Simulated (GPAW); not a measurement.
# TaN (P-62m) in GPAW: band structure with r2SCAN

Aim: the band structure of TaN with r2SCAN.

Everything below comes from runs of GPAW 26.7.0. Logs are shortened: lines on timing, memory, paths and dates and some standing lists are left out, and cuts for length are marked. The log counts tension as positive stress, the text compression.

## (1) The crystal as given

The structure is hexagonal, space group P-62m (No. 189). The conventional cell has a = 5.196 Å, b = 5.196 Å, c = 2.911 Å, α = 90.00°, β = 90.00°, γ = 120.00°. Ta (site symmetry -62m) has 3 N at 2.04 Å as nearest neighbours. Around Ta (site symmetry -6) lie 6 N at 2.16 Å. N (site symmetry m2m) is surrounded by 5 Ta at 2.04 to 2.16 Å.

## (2) Band structure, r2SCAN

File run.py:

```python
from ase import Atoms
from ase.dft.bandgap import bandgap
from ase.io import write
from ase.units import GPa
from gpaw import GPAW, PW

atoms = Atoms(['Ta', 'Ta', 'Ta', 'N', 'N', 'N'],
              cell=[[5.196, 0.0, 0.0],
                    [-2.598, 4.4998679981, 0.0],
                    [0.0, 0.0, 2.911]],
              scaled_positions=[[0.0, 0.0, 0.0],
                                [0.6666666667, 0.3333333333, 0.5],
                                [0.3333333333, 0.6666666667, 0.5],
                                [0.0, 0.39285, 0.0],
                                [0.60715, 0.60715, 0.0],
                                [0.39285, 0.0, 0.0]],
              pbc=True)

calc = GPAW(mode=PW(800),
            xc='MGGA_X_R2SCAN+MGGA_C_R2SCAN',
            kpts={'size': (4, 4, 6), 'gamma': True},
            occupations={'name': 'fermi-dirac', 'width': 0.05},
            nbands=49,
            convergence={'density': 1e-05, 'energy': 1e-05},
            maxiter=150,
            txt='gpaw.txt')
atoms.calc = calc
energy = atoms.get_potential_energy()
forces = atoms.get_forces()
stress = atoms.get_stress()
calc.write('gs.gpw')
write('result.traj', atoms)
print(f'Energy: {energy:.6f} eV')
print('Forces (eV/A):')
print(forces.round(4))
print('Stress (GPa):', (stress / GPa).round(3))
print('Fermi level:', round(calc.get_fermi_level(), 4), 'eV')
print(f'Gap: {bandgap(calc)[0]:.4f} eV, direct: {bandgap(calc, direct=True)[0]:.4f} eV')

path = atoms.cell.bandpath('GMKGALHA,LM,KH', npoints=60, eps=1e-4)
bs_calc = calc.fixed_density(kpts=path, symmetry='off', nbands=68,
                             convergence={'bands': 'CBM+6.0', 'eigenstates': 1e-6}, txt='bands.txt')
bs = bs_calc.band_structure()
bs.write('bs.json')
print(f'Gap on the path: {bandgap(bs_calc)[0]:.4f} eV')
```

Potentials or basis: GPAW PAW data sets (gpaw-data 1.2.1), pw.

The run is started by

```bash
$ OMP_NUM_THREADS=1 python run.py
```

gpaw.txt:

```text
__  _  _
 | _ |_)|_||  |
 |__||  | ||/\| - 26.7.0

Input parameters:
  mode=PW(ecut=800.0),
  convergence={'density': 1e-05, 'energy': 1e-05},
  kpts=MonkhorstPack(size=(4, 4, 6), gamma=True),
  maxiter=150,
  nbands=49,
  occupations=Occupations(name='fermi-dirac', width=0.05),
  xc=XC(name='MGGA_X_R2SCAN+MGGA_C_R2SCAN')

Diagonalizing LCAO Hamiltonian
Converting LCAO to pw mode

           Ta
                 Ta
        N      N
          Ta   N

Atoms  # Å, Bohr magnetons
|   | symbol |         x |        y |        z |    initial magnetic moments |
|---|--------|-----------|----------|----------|-----------------------------|
| 0 |     Ta |  0.000000 | 0.000000 | 0.000000 | ( 0.0000,  0.0000,  0.0000) |
| 1 |     Ta |  2.598000 | 1.499956 | 1.455500 | ( 0.0000,  0.0000,  0.0000) |
| 2 |     Ta | -0.000000 | 2.999912 | 1.455500 | ( 0.0000,  0.0000,  0.0000) |
| 3 |      N | -1.020624 | 1.767773 | 0.000000 | ( 0.0000,  0.0000,  0.0000) |
| 4 |      N |  1.577376 | 2.732095 | 0.000000 | ( 0.0000,  0.0000,  0.0000) |
| 5 |      N |  2.041249 | 0.000000 | 0.000000 | ( 0.0000,  0.0000,  0.0000) |

Unit cell  # Å
| periodic |         x |        y |        z |  lengths |     angles |
|----------|-----------|----------|----------|----------|------------|
|      yes |  5.196000 | 0.000000 | 0.000000 | 5.196000 |  90.000000 |
|      yes | -2.598000 | 4.499868 | 0.000000 | 5.196000 |  90.000000 |
|      yes |  0.000000 | 0.000000 | 2.911000 | 2.911000 | 120.000000 |

Number of symmetries: 12
Symmetry operations  # r_c * U_cc + t_c -> r_c
|    | kind |            matrix            |
|----|------|------------------------------|
|  0 |  E   |  1, 0, 0,  0, 1, 0,  0, 0, 1 |
|  1 |  σ   |  1, 0, 0,  0, 1, 0,  0, 0,-1 |
|  2 |  σ   |  1, 0, 0, -1,-1, 0,  0, 0, 1 |
|  3 |  C2  |  1, 0, 0, -1,-1, 0,  0, 0,-1 |
|  4 |  σ   |  0, 1, 0,  1, 0, 0,  0, 0, 1 |
|  5 |  C2  |  0, 1, 0,  1, 0, 0,  0, 0,-1 |
|  6 |  C3  |  0, 1, 0, -1,-1, 0,  0, 0, 1 |
|  7 |  S3  |  0, 1, 0, -1,-1, 0,  0, 0,-1 |
|  8 |  C3  | -1,-1, 0,  1, 0, 0,  0, 0, 1 |
|  9 |  S3  | -1,-1, 0,  1, 0, 0,  0, 0,-1 |
| 10 |  σ   | -1,-1, 0,  0, 1, 0,  0, 0, 1 |
| 11 |  C2  | -1,-1, 0,  0, 1, 0,  0, 0,-1 |

BZ-sampling:
  Number of BZ points: 96
  Number of IBZ points: 16

  Monkhorst-Pack size: [4, 4, 6]
  Monkhorst-Pack shift: [0.125, 0.125, 0.08333333333333333]

K-points  # in reciprocal-cell coordinates
|     |                                coordinates |     weight |
|-----|--------------------------------------------|------------|
|   0 | (  0.00000000,   0.00000000,   0.00000000) | 0.01041667 |
|   1 | (  0.00000000,   0.00000000,   0.16666667) | 0.02083333 |
|   2 | (  0.00000000,   0.00000000,   0.33333333) | 0.02083333 |
|   3 | (  0.00000000,   0.00000000,   0.50000000) | 0.01041667 |
|   4 | (  0.25000000,   0.00000000,   0.00000000) | 0.06250000 |
|   5 | (  0.25000000,   0.00000000,   0.16666667) | 0.12500000 |
|   6 | (  0.25000000,   0.00000000,   0.33333333) | 0.12500000 |
|   7 | (  0.25000000,   0.00000000,   0.50000000) | 0.06250000 |
|   8 | (  0.50000000,   0.25000000,   0.00000000) | 0.06250000 |
|   9 | (  0.50000000,   0.25000000,   0.16666667) | 0.12500000 |
| ... |                                            |            |
|  15 | (  0.50000000,   0.50000000,   0.50000000) | 0.03125000 |

Plane wave coefficients: 3524
Cutoff: 800.0 eV

Spin-components: 1 (collinear spins)
Bands:           49
Projectors:      33
Spin-degeneracy: 2
Datatype:        complex128

Parallelization:
  kpt:    1
  domain: 1
  band:   1

Density:
  Valence electrons: 54.0
  Components: 1
  Grid points: [35 35 20]
  Charge: 0.0  # |e|

Potential:
  Grid points: [35 35 20]

species:
  Ta:
    name:    Tantalum
    Z:       73.0
    valence: 13
    core:    60
    charge:  0.0  # [|e|]
    compensation charges:
      type: gauss
      rc: 0.42  # [Å]
      lmax: 2
    cutoffs:
      filter: 2.36  # [Å]
      core: 3.45  # [Å]
    projectors
    | kind |    occ | energy [eV] | rcut [Å] |
    |------|--------|-------------|----------|
    |   5s |  2.000 |     -72.790 |    1.365 |
    |   6s |  2.000 |      -5.429 |    1.365 |
    |   5p |  6.000 |     -39.427 |    1.349 |
    |   6p |  0.000 |      -1.396 |    1.349 |
    |   5d |  3.000 |      -3.603 |    1.307 |
    |    d |        |      23.609 |    1.307 |

    Using partial waves for Ta as LCAO basis

  N:
    name:    Nitrogen
    Z:       7.0
    valence: 5
    core:    2
    charge:  0.0  # [|e|]
    compensation charges:
      type: gauss
      rc: 0.18  # [Å]
      lmax: 2
    cutoffs:
      filter: 1.11  # [Å]
      core: 0.96  # [Å]
    projectors
    | kind |    occ | energy [eV] | rcut [Å] |
    |------|--------|-------------|----------|
    |   2s |  2.000 |     -18.583 |    0.603 |
    |   2p |  3.000 |      -7.089 |    0.529 |
    |    s |        |       8.629 |    0.603 |
    |    p |        |      20.123 |    0.529 |
    |    d |        |       0.000 |    0.577 |

    Using partial waves for N as LCAO basis

Reference energy: -1276962.488715  # eV

eigensolver:
  PPCG
  Converge bands: occupied
  niter=2

density mixing:
  MSR1-Mixer
  Pratt-step length: 0.05
  Maximum mixing coefficient: 0.75
  Old densities: 10
  SVD Regularization: 0.005
  Good broyden scale: 1.0
  Trust region scale: 1.0
  Backstep threshold: 4.0
  History deletion threshold: 6.0
  Fourier metric: weight=20.0, sigma=0.015

occupation numbers:
  Fermi-Dirac:
    width: 0.0500  # eV

poisson solver:
  ecut: 6400.0  # eV

xc functional:
  name: MGGA_X_R2SCAN+MGGA_C_R2SCAN with 2 nearest neighbor stencil

convergence criteria:
- Maximum integral of absolute [dens]ity change: 1e-05 electrons / valence electron
- Maximum [total energy] change in last 3 cyles: 1e-05 eV / valence electron
- Maximum integral of absolute [eigenst]ate change: 4e-08 eV^2 / valence electron
maximum number of iterations: 150

SCF iterations
|iter     | |      energy | eigst |  dens |
|---------|-|-------------|-------|-------|
|iter:   1| | -122.114345 | +0.15 |       |
|iter:   2| | -108.319902 | -1.26 | -0.91 |
|iter:   3| | -105.032643 | -0.79 | -0.96 |
|iter:   4| | -105.206968 | -2.09 | -1.59 |
|iter:   5| | -105.284038 | -2.81 | -1.82 |
|iter:   6| | -105.252196 | -3.09 | -1.98 |
|iter:   7| | -105.254278 | -4.36 | -2.89 |
|iter:   8| | -105.254334 | -5.36 | -3.20 |
|iter:   9| | -105.254345c| -6.54 | -3.83 |
|iter:  10| | -105.254345c| -7.62c| -4.51 |
|iter:  11| | -105.254345c| -8.04c| -5.15c|

Converged in 11 steps
Energy contributions relative to reference atoms: (reference = -1276962.488715)

Energy contributions:
  Kinetic:          78.207854
  Coulomb:         -80.715422
  Zero:             -0.274806
  External:          0.000000
  Xc:             -102.465649
  Entropy:          -0.012644
  Spinorbit:         0.000000
  ----------------------------
  Free energy:    -105.260667
  Extrapolated:   -105.254345

dipole moment: (-15.755203, -27.288812, -32.102765)  # |e|*Ang

Fermi level: 14.038
Eigenvalues  # (at kpt = [0.000, 0.000, 0.000])
| band index |      eig [eV] | occ [0-2] |
|------------|---------------|-----------|
|          0 |       -57.339 |     2.000 |
|        ... |               |           |
|         20 |         7.903 |     2.000 |
|         21 |         8.700 |     2.000 |
|         22 |         8.700 |     2.000 |
|         23 |         9.389 |     2.000 |
|         24 |        10.383 |     2.000 |
|         25 |        12.010 |     2.000 |
[... 8 lines left out ...]
|         34 |        17.296 |     0.000 |
|         35 |        17.296 |     0.000 |
|        ... |               |           |
|         48 |        31.686 |     0.000 |

No gap
No difference between direct/indirect transitions

Forces  # eV/Ang
|        x |        y |       z |
|----------|----------|---------|
| -0.00000 | -0.00000 | 0.00000 |  # Ta   0
| -0.00000 |  0.00000 | 0.00000 |  # Ta   1
|  0.00000 |  0.00000 | 0.00000 |  # Ta   2
|  0.01087 | -0.01883 | 0.00000 |  # N    3
|  0.01087 |  0.01883 | 0.00000 |  # N    4
| -0.02174 |  0.00000 | 0.00000 |  # N    5

Stress tensor  # eV/Ang^3
|         x |         y |         z |
|-----------|-----------|-----------|
| -0.001616 |  0.000000 |  0.000000 |
| -0.000000 | -0.001616 |  0.000000 |
|  0.000000 |  0.000000 | -0.001276 |

# Writing to gs.gpw (mode='')
```

It took 3.2 min on 1 thread of AMD EPYC 9R45 (Zen 5), shared host; peak memory 0.71 GiB.

Results:

```
Free energy             : -105.2607 eV
Pressure                : 0.2 GPa
Largest force           : 0.022 eV/Å
Band gap along the path : none (metal or under the smearing width)
```

Forces in eV/Å, atoms in the order of the input:
```
Ta   0.000  0.000  0.000
Ta   0.000  0.000  0.000
Ta   0.000  0.000  0.000
N    0.011 -0.019  0.000
N    0.011  0.019  0.000
N   -0.022  0.000  0.000
```

Levels at the corners of the path, in eV from the Fermi level:
```
point  band 24  band 25  band 26  band 27  band 28  band 29  band 30  band 31
    Γ    -4.65    -3.65    -2.03    -1.05    -1.05     0.65     0.65     1.85
    M    -4.23    -4.22    -3.03    -2.78     1.27     1.86     1.99     2.51
    K    -4.38    -4.08    -2.76    -2.76     1.24     1.81     1.81     2.09
    Γ    -4.65    -3.65    -2.03    -1.05    -1.05     0.65     0.65     1.85
    A    -4.66    -3.09    -3.09     1.88     1.93     1.93     2.35     2.35
    L    -4.35    -3.45    -2.19    -1.06     0.48     1.51     3.32     3.41
    H    -4.37    -2.71    -2.71    -1.96     2.55     2.55     2.56     2.77
    A    -4.66    -3.09    -3.09     1.88     1.93     1.93     2.35     2.35
    L    -4.35    -3.45    -2.19    -1.06     0.48     1.51     3.32     3.41
    M    -4.23    -4.22    -3.03    -2.78     1.27     1.86     1.99     2.51
    K    -4.38    -4.08    -2.76    -2.76     1.24     1.81     1.81     2.09
    H    -4.37    -2.71    -2.71    -1.96     2.55     2.55     2.56     2.77
```

Caveat: the PAW data sets were made with another functional, which shifts forces and pressure a little; spin-orbit coupling is left out, which moves the levels of the heavy elements.
